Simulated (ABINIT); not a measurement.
# InP (F-43m) in ABINIT: notebook

The runs below take InP through single point, with r2SCAN.

Program: ABINIT 10.8.3 (patched build). These are calculated values, not measurements. Logs are shortened: lines on timing, memory, paths and dates and some standing lists are left out, and cuts for length are marked. The log counts tension as positive stress, the text compression.

**Experimental background.**

A printed reference work, data compilation reports, for a bulk crystal of InP at 1.6 K: band gap 1.4236 eV (direct).

The runs below are set against these values where they give the same quantity.

## 1. The structure

Symmetry: F-43m, No. 216, cubic system. The conventional cell has a = 5.861 Å, b = 5.861 Å, c = 5.861 Å, α = 90.00°, β = 90.00°, γ = 90.00°. In (site symmetry -43m) is surrounded by 4 P at 2.54 Å. Around P (site symmetry -43m) lie 4 In at 2.54 Å.

## 2. Single point, r2SCAN

run.abi reads:

```
# Pseudopotentials
pp_dirpath "./"
pseudos "In.GGA_PBE-ansatz.xml, P.GGA_PBE-ansatz.xml"

# Structure
acell 3*1.0
rprim
     0.0000000000     5.5378424082     5.5378424082
     5.5378424082     0.0000000000     5.5378424082
     5.5378424082     5.5378424082     0.0000000000
ntypat 2
znucl 49 15
natom 2
typat 1 2
xred
     0.0000000000     0.0000000000     0.0000000000
     0.7500000000     0.7500000000     0.7500000000

# Plane-wave basis
ecut 18.0
pawecutdg 36.0
pawovlp 30

# k points
kptopt 1
ngkpt 8 8 8
nshiftk 1
shiftk 0.0 0.0 0.0

# Exchange and correlation
ixc -497498
usekden 1
pawxcdev 0

# Bands and occupations
nband 13
occopt 3
tsmear 0.05 eV

# SCF cycle
nstep 100
tolvrs 1.0e-7

# Output
iomode 3
prtwf 0
prtden 0
prteig 0
prtebands 0
```

Potentials or basis: Ansatz PAW PBE default generated set, frozen core.

On the command line:

```console
$ mpirun --bind-to none -np 4 abinit run.abi > log 2>&1
```

run.abo:

```text
[... set-up lines left out ...]
 ETOT  1  -43.857693742384    -4.386E+01 3.511E-01 3.023E+00
 ETOT  2  -43.827735054593     2.996E-02 3.151E-02 7.122E-01
 ETOT  3  -43.827706704964     2.835E-05 9.539E-03 4.050E-02
 ETOT  4  -43.827784125100    -7.742E-05 2.602E-03 6.412E-03
 ETOT  5  -43.827811244933    -2.712E-05 1.182E-03 4.391E-04
 ETOT  6  -43.827813465699    -2.221E-06 6.967E-04 4.561E-05
 ETOT  7  -43.827813709166    -2.435E-07 3.273E-04 1.535E-06
 ETOT  8  -43.827813712180    -3.014E-09 1.953E-04 2.160E-07
 ETOT  9  -43.827813713305    -1.124E-09 1.792E-04 8.641E-09

 At SCF step    9       nres2   =  8.64E-09 < tolvrs=  1.00E-07 =>converged.

Result for kinetic energy density :

--------------------------------------------------------------------------------
 Total kinetic energy density [Ha/Bohr^3]
)     Maximum=    5.3309E-01  at reduced coord.    0.0444    0.0444    0.8889
)     Minimum=    9.7938E-04  at reduced coord.    0.2444    0.2444    0.2444
   Integrated=    1.1527E+01
--------------------------------------------------------------------------------

 Cartesian components of stress tensor (hartree/bohr^3)
  sigma(1 1)= -5.48068019E-05  sigma(3 2)=  0.00000000E+00
  sigma(2 2)= -5.48068019E-05  sigma(3 1)=  0.00000000E+00
  sigma(3 3)= -5.48068019E-05  sigma(2 1)=  0.00000000E+00

--- !ResultsGS
iteration_state: {dtset: 1, }
comment   : Summary of ground state results
lattice_vectors:
- [  0.0000000,   5.5378424,   5.5378424, ]
- [  5.5378424,   0.0000000,   5.5378424, ]
- [  5.5378424,   5.5378424,   0.0000000, ]
lattice_lengths: [   7.83169,    7.83169,    7.83169, ]
lattice_angles: [ 60.000,  60.000,  60.000, ] # degrees, (23, 13, 12)
lattice_volume:   3.3966576E+02
convergence: {deltae: -1.124E-09, res2:  8.641E-09, residm:  1.792E-04, diffor: null, }
etotal    :  -4.38278137E+01
entropy   :   0.00000000E+00
fermie    :   1.50482643E-01
cartesian_stress_tensor: # hartree/bohr^3
- [ -5.48068019E-05,   0.00000000E+00,   0.00000000E+00, ]
- [  0.00000000E+00,  -5.48068019E-05,   0.00000000E+00, ]
- [  0.00000000E+00,   0.00000000E+00,  -5.48068019E-05, ]
pressure_GPa:   1.6125E+00
xred      :
- [  0.0000E+00,   0.0000E+00,   0.0000E+00, In]
- [  7.5000E-01,   7.5000E-01,   7.5000E-01,  P]
cartesian_forces: # hartree/bohr
- [  3.64669806E-29,  -1.21556602E-29,  -1.21556602E-29, ]
- [ -3.64669806E-29,   1.21556602E-29,   1.21556602E-29, ]
force_length_stats: {min:   4.03157640E-29, max:   4.03157640E-29, mean:   4.03157640E-29, }
...

 Integrated electronic density in atomic spheres:
 ------------------------------------------------
 Atom  Sphere_radius  Integrated_density
    1        2.63806         11.58305927
    2        2.62861          4.61783393

================================================================================

 ----iterations are completed or convergence reached----

 Mean square residual over all n,k,spin=   10.725E-07; max=  17.922E-05
 reduced coordinates (array xred) for    2 atoms
       0.000000000000      0.000000000000      0.000000000000
       0.750000000000      0.750000000000      0.750000000000
 rms dE/dt=  1.9040E-28; max dE/dt=  2.6926E-28; dE/dt below (all hartree)
    1       0.000000000000      0.000000000000      0.000000000000
    2      -0.000000000000      0.000000000000      0.000000000000

 cartesian coordinates (angstrom) at end:
    1      0.00000000000000     0.00000000000000     0.00000000000000
    2      4.39574999700532     4.39574999700532     4.39574999700532

 cartesian forces (hartree/bohr) at end:
    1      0.00000000000000    -0.00000000000000    -0.00000000000000
    2     -0.00000000000000     0.00000000000000     0.00000000000000
 frms,max,avg= 2.3276317E-29 3.6466981E-29   0.000E+00  0.000E+00  0.000E+00 h/b

 cartesian forces (eV/Angstrom) at end:
    1      0.00000000000000    -0.00000000000000    -0.00000000000000
    2     -0.00000000000000     0.00000000000000     0.00000000000000
 frms,max,avg= 1.1969164E-27 1.8752075E-27   0.000E+00  0.000E+00  0.000E+00 e/A
 length scales=  1.000000000000  1.000000000000  1.000000000000 bohr
              =  0.529177210544  0.529177210544  0.529177210544 angstroms
 Fermi (or HOMO) energy (hartree) =   0.15048   Average Vxc (hartree)=  -0.36148
 Eigenvalues (hartree) for nkpt=  29  k points:
 kpt#   1, nband= 13, wtk=  0.00195, kpt=  0.0000  0.0000  0.0000 (reduced coord)
  -0.41099   -0.41099   -0.41099   -0.40477   -0.40477   -0.31292    0.12814    0.12814
   0.12814    0.17055    0.29089    0.29089    0.29089
      occupation numbers for kpt#   1
   2.00000    2.00000    2.00000    2.00000    2.00000    2.00000    1.99999    1.99999
   1.99999    0.00004    0.00000    0.00000    0.00000
 prteigrs : prtvol=0 or 1, do not print more k-points.

--- !EnergyTerms
iteration_state     : {dtset: 1, }
comment             : Components of total free energy in Hartree
kinetic             :  1.15270742977124E+01
hartree             :  2.03142324797287E+01
xc                  : -9.52620509356738E+00
Ewald energy        : -4.48602020983076E+01
psp_core            :  2.20339026970509E+00
local_psp           : -5.36221105391107E+01
PAW spherical_terms :  3.01360124982246E+01
internal            : -4.38278081856149E+01
'-kT*entropy'       : -3.31498988237595E-09
total_energy        : -4.38278081889298E+01
total_energy_eV     : -1.19261541694374E+03
...

--- !EnergyTermsDC
iteration_state     : {dtset: 1, }
comment             : '"Double-counting" decomposition of free energy'
band_energy         : -4.45703813916273E+00
Ewald energy        : -4.48602020983076E+01
psp_core            :  2.20339026970509E+00
xc_dc               : -2.39127095010254E+01
PAW spherical_terms :  2.71987457588010E+01
internal            : -4.38278137099896E+01
'-kT*entropy'       : -3.31498988237595E-09
total_energy_dc     : -4.38278137133046E+01
total_energy_dc_eV  : -1.19261556726963E+03
...

--- !EnergyTermsWithPAWCore
iteration_state     : {dtset: 1, }
comment             : 'Components of total free energy, including PAW core contributions'
Total energy        : -6.05067998775658E+03
Total energy DC     : -6.05067999328095E+03
Total energy (eV)   : -1.64647390197672E+05
Total energy DC (eV): -1.64647390347998E+05
...

 Cartesian components of stress tensor (hartree/bohr^3)
  sigma(1 1)= -5.48068019E-05  sigma(3 2)=  0.00000000E+00
  sigma(2 2)= -5.48068019E-05  sigma(3 1)=  0.00000000E+00
  sigma(3 3)= -5.48068019E-05  sigma(2 1)=  0.00000000E+00

-Cartesian components of stress tensor (GPa)         [Pressure=  1.6125E+00 GPa]
- sigma(1 1)= -1.61247178E+00  sigma(3 2)=  0.00000000E+00
- sigma(2 2)= -1.61247178E+00  sigma(3 1)=  0.00000000E+00
- sigma(3 3)= -1.61247178E+00  sigma(2 1)=  0.00000000E+00

== END DATASET(S) ==============================================================
================================================================================

 -outvars: echo values of variables after computation  --------
            acell      1.0000000000E+00  1.0000000000E+00  1.0000000000E+00 Bohr
           etotal     -4.3827813713E+01
            fcart      3.6466980613E-29 -1.2155660204E-29 -1.2155660204E-29
                      -3.6466980613E-29  1.2155660204E-29  1.2155660204E-29
            rprim      0.0000000000E+00  5.5378424082E+00  5.5378424082E+00
                       5.5378424082E+00  0.0000000000E+00  5.5378424082E+00
                       5.5378424082E+00  5.5378424082E+00  0.0000000000E+00
           strten     -5.4806801893E-05 -5.4806801893E-05 -5.4806801893E-05
                       0.0000000000E+00  0.0000000000E+00  0.0000000000E+00
           xangst      0.0000000000E+00  0.0000000000E+00  0.0000000000E+00
                       4.3957499970E+00  4.3957499970E+00  4.3957499970E+00
             xred      0.0000000000E+00  0.0000000000E+00  0.0000000000E+00
                       7.5000000000E-01  7.5000000000E-01  7.5000000000E-01
 Calculation completed.
```

It took 39 s on 4 MPI ranks of Arm Neoverse V2, shared host; peak memory 0.92 GiB.

Results:

```yaml
Free_energy: -1192.6156 eV
Pressure: 1.6 GPa
Band_gap_on_the_k_mesh: 1.15 eV, direct
```

Levels at points of the mesh, in eV from the valence-band top:
```csv
k point,band 5,band 6,band 7,band 8,band 9,band 10,band 11,band 12,band 13
"(0.00, 0.00, 0.00)",-14.50,-12.00,0.00,0.00,0.00,1.15,4.43,4.43,4.43
"(0.50, 0.00, 0.00)",-14.49,-10.20,-5.88,-1.01,-1.01,1.86,5.15,5.15,7.55
"(0.50, 0.50, 0.00)",-14.46,-9.52,-5.88,-2.41,-2.41,2.01,2.54,9.90,10.29
```

Caveat: totals of a meta-GGA on PAW files have another zero than those of a GGA; the PAW data sets were made with another functional, which shifts forces and pressure a little; spin-orbit coupling is left out, which moves the levels of the heavy elements; the atomic spheres overlap.

## 3. Single point, r2SCAN

Changes to run.abi since step 2:

```diff
@@ -2,3 +2,3 @@
 pp_dirpath "./"
-pseudos "In.GGA_PBE-ansatz.xml, P.GGA_PBE-ansatz.xml"
+pseudos "In.GGA_PBE-JTH.xml, P.GGA_PBE-JTH.xml"
 
@@ -19,5 +19,4 @@
 # Plane-wave basis
-ecut 18.0
-pawecutdg 36.0
-pawovlp 30
+ecut 26.0
+pawecutdg 48.0
```

Potentials or basis: JTH PAW PBE v2.0.

On the command line:

```console
$ mpirun --bind-to none -np 4 abinit run.abi > log 2>&1
```

run.abo:

```text
.Version 10.8.3 of ABINIT
 Symmetries : space group F-4 3 m (#216); Bravais cF (face-center cubic)
================================================================================
 Values of the parameters that define the memory need of the present run
     intxc =       0    ionmov =       0      iscf =      17    lmnmax =      18
     lnmax =       6     mgfft =      36  mpssoang =       3    mqgrid =    3001
     natom =       2  nloc_mem =       2    nspden =       1   nspinor =       1
    nsppol =       1      nsym =      24    n1xccc =       1    ntypat =       2
    occopt =       3   xclevel =       2
       mpw =        2180          nfft =       46656          nkpt =          29
Pmy_natom=         1
 PAW method is used; the additional fine FFT grid is defined by:
   mgfftf=        50    nfftf =    125000
================================================================================
================================================================================

--------------------------------------------------------------------------------
------------- Echo of variables that govern the present computation ------------
--------------------------------------------------------------------------------
 -outvars: echo values of preprocessed input variables --------
            acell      1.0000000000E+00  1.0000000000E+00  1.0000000000E+00 Bohr
              amu      1.14820000E+02  3.09737620E+01
             ecut      2.60000000E+01 Hartree
              ixc     -497498
         kptrlatt        8    0    0      0    8    0      0    0    8
          kptrlen      6.26535347E+01
            natom           2
            nband          13
            ngfft          36      36      36
          ngfftdg          50      50      50
             nkpt          29
            nstep         100
             nsym          24
           ntypat           2
           occopt           3
        pawecutdg      4.80000000E+01 Hartree
         pawxcdev           0
           prtden           0
        prtebands           0
           prteig           0
          prtkden           1
            prtwf           0
            rprim      0.0000000000E+00  5.5378424082E+00  5.5378424082E+00
                       5.5378424082E+00  0.0000000000E+00  5.5378424082E+00
                       5.5378424082E+00  5.5378424082E+00  0.0000000000E+00
          spgroup         216
           tolvrs      1.00000000E-07
           tsmear      1.83746611E-03 Hartree
            typat      1  2
          usekden           1
           useylm           1
           xangst      0.0000000000E+00  0.0000000000E+00  0.0000000000E+00
                       4.3957499970E+00  4.3957499970E+00  4.3957499970E+00
            xcart      0.0000000000E+00  0.0000000000E+00  0.0000000000E+00
                       8.3067636123E+00  8.3067636123E+00  8.3067636123E+00
             xred      0.0000000000E+00  0.0000000000E+00  0.0000000000E+00
                       7.5000000000E-01  7.5000000000E-01  7.5000000000E-01
            znucl       49.00000   15.00000

================================================================================

 chkinp: Checking input parameters for consistency.

================================================================================
== DATASET  1 ==================================================================

--- !DatasetInfo
iteration_state: {dtset: 1, }
dimensions: {natom: 2, nkpt: 29, mband: 13, nsppol: 1, nspinor: 1, nspden: 1, mpw: 2180, }
cutoff_energies: {ecut:  26.0, pawecutdg:  48.0, }
electrons: {nelect:   1.80000000E+01, charge:   0.00000000E+00, occopt:   3.00000000E+00, tsmear:   1.83746611E-03, }
meta: {optdriver: 0, ionmov: 0, optcell: 0, iscf: 17, paral_kgb: 0, }
...

 Real(R)+Recip(G) space primitive vectors, cartesian coordinates (Bohr,Bohr^-1):
[... 90 lines left out ...]
xred      :
- [  0.0000E+00,   0.0000E+00,   0.0000E+00, In]
- [  7.5000E-01,   7.5000E-01,   7.5000E-01,  P]
cartesian_forces: # hartree/bohr
- [ -1.55592451E-27,  -7.77962253E-28,   3.11184901E-27, ]
- [  1.55592451E-27,   7.77962253E-28,  -3.11184901E-27, ]
force_length_stats: {min:   3.56507091E-27, max:   3.56507091E-27, mean:   3.56507091E-27, }
...

 Integrated electronic density in atomic spheres:
 ------------------------------------------------
 Atom  Sphere_radius  Integrated_density
    1        2.50645         11.23148657
    2        1.60765          1.56702466

================================================================================

 ----iterations are completed or convergence reached----

 Mean square residual over all n,k,spin=   81.654E-09; max=  18.498E-06
 reduced coordinates (array xred) for    2 atoms
       0.000000000000      0.000000000000      0.000000000000
       0.750000000000      0.750000000000      0.750000000000
 rms dE/dt=  1.6499E-26; max dE/dt=  2.5849E-26; dE/dt below (all hartree)
    1      -0.000000000000     -0.000000000000      0.000000000000
    2       0.000000000000      0.000000000000      0.000000000000

 cartesian coordinates (angstrom) at end:
    1      0.00000000000000     0.00000000000000     0.00000000000000
    2      4.39574999700532     4.39574999700532     4.39574999700532

 cartesian forces (hartree/bohr) at end:
    1     -0.00000000000000    -0.00000000000000     0.00000000000000
    2      0.00000000000000     0.00000000000000    -0.00000000000000
 frms,max,avg= 2.0582947E-27 3.1118490E-27   0.000E+00  0.000E+00  0.000E+00 h/b

 cartesian forces (eV/Angstrom) at end:
    1     -0.00000000000000    -0.00000000000000     0.00000000000000
    2      0.00000000000000     0.00000000000000    -0.00000000000000
 frms,max,avg= 1.0584177E-25 1.6001771E-25   0.000E+00  0.000E+00  0.000E+00 e/A
 length scales=  1.000000000000  1.000000000000  1.000000000000 bohr
              =  0.529177210544  0.529177210544  0.529177210544 angstroms
 Fermi (or HOMO) energy (hartree) =   0.18748   Average Vxc (hartree)=  -0.36315
 Eigenvalues (hartree) for nkpt=  29  k points:
 kpt#   1, nband= 13, wtk=  0.00195, kpt=  0.0000  0.0000  0.0000 (reduced coord)
  -0.37342   -0.37342   -0.37342   -0.36722   -0.36722   -0.27600    0.16556    0.16556
   0.16556    0.20714    0.32853    0.32853    0.32853
      occupation numbers for kpt#   1
   2.00000    2.00000    2.00000    2.00000    2.00000    2.00000    1.99999    1.99999
   1.99999    0.00005    0.00000    0.00000    0.00000
 prteigrs : prtvol=0 or 1, do not print more k-points.

--- !EnergyTerms
iteration_state     : {dtset: 1, }
comment             : Components of total free energy in Hartree
kinetic             :  1.64812034402705E+01
hartree             :  2.39009636511968E+01
xc                  : -9.43685375545779E+00
Ewald energy        : -4.48602020983076E+01
psp_core            :  1.38267200478630E+00
local_psp           : -6.48039056841705E+01
PAW spherical_terms :  3.37358299642485E+01
internal            : -4.36002924774338E+01
'-kT*entropy'       : -4.07364314634562E-09
total_energy        : -4.36002924815074E+01
total_energy_eV     : -1.18642439915204E+03
...

--- !EnergyTermsDC
iteration_state     : {dtset: 1, }
comment             : '"Double-counting" decomposition of free energy'
band_energy         : -3.78496912826979E+00
Ewald energy        : -4.48602020983076E+01
psp_core            :  1.38267200478630E+00
xc_dc               : -2.61681604824228E+01
PAW spherical_terms :  2.98304125548607E+01
internal            : -4.36002471493532E+01
'-kT*entropy'       : -4.07364314634562E-09
total_energy_dc     : -4.36002471534268E+01
total_energy_dc_eV  : -1.18642316571213E+03
...

--- !EnergyTermsWithPAWCore
iteration_state     : {dtset: 1, }
comment             : 'Components of total free energy, including PAW core contributions'
Total energy        : -6.22449305487447E+03
Total energy DC     : -6.22449300954639E+03
Total energy (eV)   : -1.69377084701615E+05
Total energy DC (eV): -1.69377083468176E+05
...

 Cartesian components of stress tensor (hartree/bohr^3)
  sigma(1 1)= -4.69771841E-05  sigma(3 2)=  0.00000000E+00
  sigma(2 2)= -4.69771841E-05  sigma(3 1)=  0.00000000E+00
  sigma(3 3)= -4.69771841E-05  sigma(2 1)=  0.00000000E+00

-Cartesian components of stress tensor (GPa)         [Pressure=  1.3821E+00 GPa]
- sigma(1 1)= -1.38211647E+00  sigma(3 2)=  0.00000000E+00
- sigma(2 2)= -1.38211647E+00  sigma(3 1)=  0.00000000E+00
- sigma(3 3)= -1.38211647E+00  sigma(2 1)=  0.00000000E+00

== END DATASET(S) ==============================================================
================================================================================

 -outvars: echo values of variables after computation  --------
            acell      1.0000000000E+00  1.0000000000E+00  1.0000000000E+00 Bohr
           etotal     -4.3600247153E+01
            fcart     -1.5559245061E-27 -7.7796225307E-28  3.1118490123E-27
                       1.5559245061E-27  7.7796225307E-28 -3.1118490123E-27
            rprim      0.0000000000E+00  5.5378424082E+00  5.5378424082E+00
                       5.5378424082E+00  0.0000000000E+00  5.5378424082E+00
                       5.5378424082E+00  5.5378424082E+00  0.0000000000E+00
           strten     -4.6977184145E-05 -4.6977184145E-05 -4.6977184145E-05
                       0.0000000000E+00  0.0000000000E+00  0.0000000000E+00
           xangst      0.0000000000E+00  0.0000000000E+00  0.0000000000E+00
                       4.3957499970E+00  4.3957499970E+00  4.3957499970E+00
             xred      0.0000000000E+00  0.0000000000E+00  0.0000000000E+00
                       7.5000000000E-01  7.5000000000E-01  7.5000000000E-01
 Calculation completed.
```

Run time: 25 s. Hardware: 4 MPI ranks of Arm Neoverse V2, shared host; peak memory 0.56 GiB.

Results:

```
Free energy                                           : -1186.4232 eV
Pressure                                              : 1.4 GPa
Band gap on the k mesh                                : 1.13 eV, direct
Valence electrons inside the program's atomic spheres : In 11.23; P 1.57
```

Caveat: totals of a meta-GGA on PAW files have another zero than those of a GGA; the PAW data sets were made with another functional, which shifts forces and pressure a little; spin-orbit coupling is left out, which moves the levels of the heavy elements.

(Continued in part 2 of 2.)
